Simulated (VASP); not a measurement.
Write the native input for VASP 6.6.1 that does the following.

```
Task                   : single point
Functional             : PBE
Dispersion             : D3(BJ)
Potentials or basis    : VASP PAW PBE potentials, release 64 (O, H, Cl)
Cutoff                 : 520 eV
k mesh                 : 1 × 1 × 1
Occupations            : fermi-dirac, width 0.05 eV
Spin                   : no spin polarisation
Dipole correction      : no
Further INCAR settings : LREAL = Auto; ALGO = Normal; EDIFF = 1e-06; NBANDS = 55
```

The structure of H17ClO8 lies in POSCAR:

```
H17ClO8
1.0
    6.6267050000      0.0000000000      0.0000000000
    0.0000000000      6.6267050000      0.0000000000
    0.0000000000      0.0000000000      6.6267050000
O H Cl
8 17 1
Direct
    0.2623475770      1.0522122231      0.2198226721
    0.9400750448      0.5054699130      0.2497621367
    0.3130816899      0.9300097107      0.6948551354
    0.6255748521      0.7593366537      0.3841728280
    0.9572932551      0.2095309811      0.9523284951
    0.1691187400      0.3350383033      0.5324667387
    0.7105341191     -0.0210210052      0.7562431103
    1.0062014229      0.6768371310      0.8452918909
    0.2374935960      1.1089825185      0.3550180670
    0.1437818644      1.0983286565      0.1424689948
    0.8940038828      0.3773972132      0.1904113734
    0.8132699434      0.5636888921      0.3052799242
    0.2236556479      0.8569115420      0.7905738976
    0.2307632526      1.0393249737      0.6449208166
    0.5063602499      0.7967006227      0.4611643343
    0.5826425048      0.7555338588      0.2445710198
    1.0079820967      0.3113311970      0.8528522094
    0.8366450596      0.1710804993      0.8748540942
    0.2552550627      0.4196504899      0.6154491561
    0.0713929472      0.4276031602      0.4448666419
    0.7359917184     -0.0344515110      0.6150115329
    0.5610480623     -0.0243710864      0.7528930290
    0.9816492510      0.6258313898      0.9795064063
    0.8881186049      0.7614794985      0.8212678850
    0.3978447811      0.2422923610      0.1551902492
    0.4910887085      0.3915369705      0.0514886358
```

The cell was built by a generator and needn't be a form met in nature.

The input as run:

INCAR

```
ALGO = Normal
EDIFF = 1E-6
ENCUT = 520
GGA = PE
ISIF = 2
ISMEAR = -1
IVDW = 12
LASPH = True
LCHARG = False
LREAL = Auto
LWAVE = False
NBANDS = 55
NELM = 60
PREC = Accurate
SIGMA = 0.05
```

KPOINTS

```
k-points
0
Gamma
  1 1 1
```

Potentials or basis: VASP PAW PBE potentials, release 64 (O, H, Cl).

Run with:

```sh
$ cat potpaw_PBE.64/O/POTCAR potpaw_PBE.64/H/POTCAR potpaw_PBE.64/Cl/POTCAR > POTCAR
$ mpirun -np 1 vasp_gam > vasp.out
```

Results of the run:

* Pressure: 0.1 GPa
* Largest force: 1.790 eV/Å
* Band gap on the k mesh: 4.67 eV, direct
* Dispersion energy per atom: -0.036 eV

Run time: 44 s on 1 thread of Intel(R) Xeon(R) Platinum 8488C (Sapphire Rapids), on a shared host, peak memory 0.33 GiB.
